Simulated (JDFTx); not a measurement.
# Ir (Fm-3m) in JDFTx: a series of runs

One crystal, Ir, is run at these levels: LDA; tasks: equation of state.

All numbers are computed with JDFTx 1.7.0 (patched build); they aren't measurements. Logs are shortened: lines on timing, memory, paths and dates and some standing lists are left out, and cuts for length are marked. The log counts tension as positive stress, the text compression.

### 1 The crystal as given

The structure is cubic, space group Fm-3m (No. 225). The conventional cell has a = 3.831 Å, b = 3.831 Å, c = 3.831 Å, α = 90.00°, β = 90.00°, γ = 90.00°. Ir (site symmetry m-3m) has 12 Ir at 2.71 Å as nearest neighbours.

### 2 Equation of state, LDA, 13.22 Å³/atom (volume scaled by 0.94)

Input file Ir.in:

```
lattice Face-Centered Cubic 7.0921238150
coords-type Lattice
ion Ir     0.0000000000     0.0000000000     0.0000000000 1

ion-species pseudo/Ir.upf
elec-cutoff 28
elec-ex-corr lda-PW
kpoint-folding 12 12 12
elec-smearing Fermi 0.0018374661
elec-n-bands 14
electronic-SCF nIterations 100 energyDiffThreshold 1e-09
electronic-minimize nIterations 30 energyDiffThreshold 1e-7
forces-output-coords Cartesian

dump-name run.$VAR
dump End Ecomponents EigStats BandEigs Kpoints Forces Stress
```

Potentials or basis: PseudoDojo-SR-LDA-0.4.1-standard with smoothed tails.

Launch:

```
$ jdftx -c 1 -i Ir.in -o Ir.out
```

Standard output:

```text
*************** JDFTx 1.7.0 (patched build) ***************

Input parsed successfully to the following command list (including defaults):
[... the input with its defaults ...]

---------- Setting up symmetries ----------

Found 48 point-group symmetries of the bravais lattice
Found 48 space-group symmetries with basis
Applied RMS atom displacement 0 bohrs to make symmetries exact.

---------- Initializing the Grid ----------
R =
[            0      3.54606      3.54606  ]
[      3.54606            0      3.54606  ]
[      3.54606      3.54606            0  ]
unit cell volume = 89.1803
G =
[  -0.885938   0.885938   0.885938  ]
[   0.885938  -0.885938   0.885938  ]
[   0.885938   0.885938  -0.885938  ]
Minimum fftbox size, Smin = [  24  24  24  ]
Chosen fftbox size, S = [  24  24  24  ]

---------- Exchange Correlation functional ----------
Initalized Slater LDA exchange.
Initalized Perdew-Wang LDA correlation.

---------- Setting up pseudopotentials ----------
Width of ionic core gaussian charges (only for fluid interactions / plotting) set to 0

Reading pseudopotential file 'pseudo/Ir.upf':
  'Ir' pseudopotential, 'SLA  PW   NOGX NOGC' functional
  Generated using ONCVPSP code by D. R. Hamann
  17 valence electrons, 4 orbitals, 8 projectors, 1001 radial grid points, with lMax = 3
    5S    l: 0   occupation:  2.0   eigenvalue: -3.612376
    5P    l: 1   occupation:  6.0   eigenvalue: -2.018438
    5D    l: 2   occupation:  7.0   eigenvalue: -0.270312
    6S    l: 0   occupation:  2.0   eigenvalue: -0.241964
  Core radius for overlap checks: 2.20 bohrs.

Initialized 1 species with 1 total atoms.

Folded 1 k-points by 12x12x12 to 1728 k-points.

---------- Setting up k-points, bands, fillings ----------
Reduced to 72 k-points under symmetry.
Computing the number of bands and number of electrons
Calculating initial fillings.
nElectrons:  17.000000   nBands: 14   nStates: 72

----- Setting up reduced wavefunction bases (one per k-point) -----
average nbasis = 630.964 , ideal nbasis = 631.103

---------- Setting up ewald sum ----------
Optimum gaussian width for ewald sums = 1.807792 bohr.
Real space sum over 2197 unit cells with max indices [  6  6  6  ]
Reciprocal space sum over 2197 terms with max indices [  6  6  6  ]

---------- Allocating electronic variables ----------
Initializing wave functions:  linear combination of atomic orbitals
Note: number of bands (14) exceeds available atomic orbitals (10)
Ir pseudo-atom occupations:   s ( 2 0 )  p ( 6 )  d ( 9 )
	FillingsUpdate:  mu: +0.955114535  nElectrons: 17.000000
LCAOMinimize: Iter:   0  F: -106.7332759763396410  |grad|_K:  4.655e-03  alpha:  1.000e+00
	FillingsUpdate:  mu: +1.032800863  nElectrons: 17.000000
LCAOMinimize: Iter:   1  F: -106.8323656049472845  |grad|_K:  6.804e-05  alpha:  6.095e-01  linmin: -2.952e-01  cgtest:  8.032e-01
LCAOMinimize: Encountered beta<0, resetting CG.
	FillingsUpdate:  mu: +1.033911353  nElectrons: 17.000000
LCAOMinimize: Iter:   2  F: -106.8323875554493299  |grad|_K:  1.210e-05  alpha:  6.721e-01  linmin:  1.665e-03  cgtest: -2.724e-03
	FillingsUpdate:  mu: +1.033812347  nElectrons: 17.000000
LCAOMinimize: Iter:   3  F: -106.8323884522006892  |grad|_K:  2.301e-07  alpha:  8.691e-01  linmin:  1.946e-03  cgtest:  1.401e-02
	FillingsUpdate:  mu: +1.033811619  nElectrons: 17.000000
LCAOMinimize: Iter:   4  F: -106.8323884525503473  |grad|_K:  1.734e-08  alpha:  9.400e-01  linmin: -5.001e-03  cgtest:  1.420e-02
LCAOMinimize: Converged (|Delta F|<1.000000e-06 for 2 iters).

-------- Electronic minimization -----------
Will mix electronic density at each iteration.
	FillingsUpdate:  mu: +1.033811619  nElectrons: 17.000000
	FillingsUpdate:  mu: +1.029965709  nElectrons: 17.000000
SCF: Cycle:  0   F: -106.853791100636045   dF: -2.140e-02   |Residual|: 3.186e-02   |deigs|: 2.829e-01
	FillingsUpdate:  mu: +1.024452838  nElectrons: 17.000000
SCF: Cycle:  1   F: -106.854560031976462   dF: -7.689e-04   |Residual|: 9.279e-03   |deigs|: 6.729e-03
	FillingsUpdate:  mu: +1.023225136  nElectrons: 17.000000
SCF: Cycle:  2   F: -106.854585350454357   dF: -2.532e-05   |Residual|: 2.993e-03   |deigs|: 1.352e-03
	FillingsUpdate:  mu: +1.023455676  nElectrons: 17.000000
SCF: Cycle:  3   F: -106.854586508987509   dF: -1.159e-06   |Residual|: 3.550e-04   |deigs|: 3.031e-04
	FillingsUpdate:  mu: +1.023380697  nElectrons: 17.000000
SCF: Cycle:  4   F: -106.854586569695272   dF: -6.071e-08   |Residual|: 1.387e-04   |deigs|: 8.857e-05
	FillingsUpdate:  mu: +1.023407447  nElectrons: 17.000000
SCF: Cycle:  5   F: -106.854586584543640   dF: -1.485e-08   |Residual|: 1.193e-05   |deigs|: 2.863e-05
	FillingsUpdate:  mu: +1.023408263  nElectrons: 17.000000
SCF: Cycle:  6   F: -106.854586585334943   dF: -7.913e-10   |Residual|: 5.246e-06   |deigs|: 4.916e-06
	FillingsUpdate:  mu: +1.023408911  nElectrons: 17.000000
SCF: Cycle:  7   F: -106.854586585489116   dF: -1.542e-10   |Residual|: 1.465e-06   |deigs|: 4.514e-06
SCF: Converged (|Delta E|<1.000000e-09 for 2 iters).

Setting wave functions to eigenvectors of Hamiltonian

# Stress tensor in Cartesian coordinates [Eh/a0^3]:
[ -0.000618288            0            0  ]
[            0 -0.000618288            0  ]
[            0            0 -0.000618288  ]

# Ionic positions in lattice coordinates:
ion Ir   0.000000000000000   0.000000000000000   0.000000000000000 1

# Forces in Cartesian coordinates:
force Ir  -0.000000000000000  -0.000000000000000  -0.000000000000000 1

# Energy components:
   Eewald =      -93.4152571206129778
       EH =       13.7970320943191869
     Eloc =      -52.1581369209806738
      Enl =        5.9122790361487452
      Exc =      -21.3608637117889657
 Exc_core =        8.1066929116765127
       KE =       32.2638207943821271
-------------------------------------
     Etot =     -106.8544329168560409
       TS =        0.0001536686330712
-------------------------------------
        F =     -106.8545865854891161

IonicMinimize: Iter:   0  F: -106.854586585489116  |grad|_K:  0.000e+00
IonicMinimize: Converged (|grad|_K<1.000000e-04).

#--- Lowdin population analysis ---
# oxidation-state Ir +0.190

Dumping 'run.eigStats' ...
	eMin: -2.406681 at state 0 ( [ +0.000000 +0.000000 +0.000000 ] spin 0 )
	HOMO: +1.023393 at state 15 ( [ +0.000000 +0.083333 -0.250000 ] spin 0 )
	mu  : +1.023409
	LUMO: +1.026491 at state 39 ( [ +0.000000 +0.416667 +0.416667 ] spin 0 )
	eMax: +1.957589 at state 71 ( [ +0.250000 +0.500000 -0.250000 ] spin 0 )
	HOMO-LUMO gap: +0.003098
	Optical gap  : +0.034705 at state 34 ( [ +0.000000 +0.333333 +0.333333 ] spin 0 )
Done!
```

It took 16 s on 1 thread of AMD EPYC 7R43 (Zen 3), shared host; peak memory 0.06 GiB.

What came out:

```yaml
Free_energy: -2907.6614 eV
Band_gap_on_the_k_mesh: none (metal or under the smearing width)
```

Caveat: the cutoff is too short for stress, so the log's stress isn't used.

### 3 Equation of state, LDA, 13.50 Å³/atom (volume scaled by 0.96)

Changes to Ir.in since step 2:

```diff
@@ -1,2 +1,2 @@
-lattice Face-Centered Cubic 7.0921238150
+lattice Face-Centered Cubic 7.1420699942
 coords-type Lattice
```

Potentials or basis: PseudoDojo-SR-LDA-0.4.1-standard with smoothed tails.

Launch:

```
$ jdftx -c 1 -i Ir.in -o Ir.out
```

It took 22 s on 1 thread of AMD EPYC 7R43 (Zen 3), shared host; peak memory 0.07 GiB.

The run converged. Its results:

| Quantity | Value |
| --- | --- |
| Free energy | -2907.6866 eV |
| Band gap on the k mesh | none (metal or under the smearing width) |

Caveat: the cutoff is too short for stress, so the log's stress isn't used.

### 4 Equation of state, LDA, 13.78 Å³/atom (volume scaled by 0.98)

Changes to Ir.in since step 3:

```diff
@@ -1,2 +1,2 @@
-lattice Face-Centered Cubic 7.1420699942
+lattice Face-Centered Cubic 7.1913272061
 coords-type Lattice
```

Launch:

```
$ jdftx -c 1 -i Ir.in -o Ir.out
```

Wall time 22 s (1 thread of AMD EPYC 7R43 (Zen 3), shared host); peak memory 0.07 GiB.

It converged, with:

| Quantity | Value |
| --- | --- |
| Free energy | -2907.6951 eV |
| Band gap on the k mesh | none (metal or under the smearing width) |

Caveat: the cutoff is too short for stress, so the log's stress isn't used.

### 5 Equation of state, LDA, 14.06 Å³/atom

Changes to Ir.in since step 4:

```diff
@@ -1,2 +1,2 @@
-lattice Face-Centered Cubic 7.1913272061
+lattice Face-Centered Cubic 7.2399187287
 coords-type Lattice
```

Launch:

```
$ jdftx -c 1 -i Ir.in -o Ir.out
```

Wall time 23 s (1 thread of AMD EPYC 7R43 (Zen 3), shared host); peak memory 0.07 GiB.

The run converged. Its results:

| Item | Value |
| --- | --- |
| Free energy | -2907.6889 eV |
| Band gap on the k mesh | none (metal or under the smearing width) |

Caveat: the cutoff is too short for stress, so the log's stress isn't used.

### 6 Equation of state, LDA, 14.34 Å³/atom (volume scaled by 1.02)

Changes to Ir.in since step 5:

```diff
@@ -1,2 +1,2 @@
-lattice Face-Centered Cubic 7.2399187287
+lattice Face-Centered Cubic 7.2878666075
 coords-type Lattice
```

Potentials or basis: PseudoDojo-SR-LDA-0.4.1-standard with smoothed tails.

Launch:

```
$ jdftx -c 1 -i Ir.in -o Ir.out
```

It took 24 s on 1 thread of AMD EPYC 7R43 (Zen 3), shared host; peak memory 0.07 GiB.

It converged, with:

* Free energy: -2907.6696 eV
* Band gap on the k mesh: none (metal or under the smearing width)

Caveat: the cutoff is too short for stress, so the log's stress isn't used.

### 7 Equation of state, LDA, 14.62 Å³/atom (volume scaled by 1.04)

Changes to Ir.in since step 6:

```diff
@@ -1,2 +1,2 @@
-lattice Face-Centered Cubic 7.2878666075
+lattice Face-Centered Cubic 7.3351917430
 coords-type Lattice
```

Launch:

```
$ jdftx -c 1 -i Ir.in -o Ir.out
```

Wall time 24 s (1 thread of AMD EPYC 7R43 (Zen 3), shared host); peak memory 0.07 GiB.

Results (log left out):

- Free energy: -2907.6389 eV
- Band gap on the k mesh: none (metal or under the smearing width)

Caveat: the cutoff is too short for stress, so the log's stress isn't used.

### 8 Equation of state, LDA, 14.90 Å³/atom (volume scaled by 1.06)

Changes to Ir.in since step 7:

```diff
@@ -1,2 +1,2 @@
-lattice Face-Centered Cubic 7.3351917430
+lattice Face-Centered Cubic 7.3819139689
 coords-type Lattice
```

Launch:

```
$ jdftx -c 1 -i Ir.in -o Ir.out
```

Wall time 25 s (1 thread of AMD EPYC 7R43 (Zen 3), shared host); peak memory 0.07 GiB.

It converged, with:

* Free energy: -2907.5980 eV
* Band gap on the k mesh: none (metal or under the smearing width)

Caveat: the cutoff is too short for stress, so the log's stress isn't used.

### 9 Equation of state, LDA

Potentials or basis: PseudoDojo-SR-LDA-0.4.1-standard with smoothed tails.

This step only gathers the single runs of the series.

What came out:

```
Equilibrium volume                      : 13.79 Å³/atom
Bulk modulus                            : 408 GPa
Pressure derivative of the bulk modulus : 5.1
```

Energy against volume, from the lowest point:
```
volume (Å³/atom)  energy (meV/atom)
          13.215              33.63
          13.496               8.49
          13.778               0.00
          14.059               6.20
          14.340              25.47
          14.621              56.18
          14.902              97.06
```
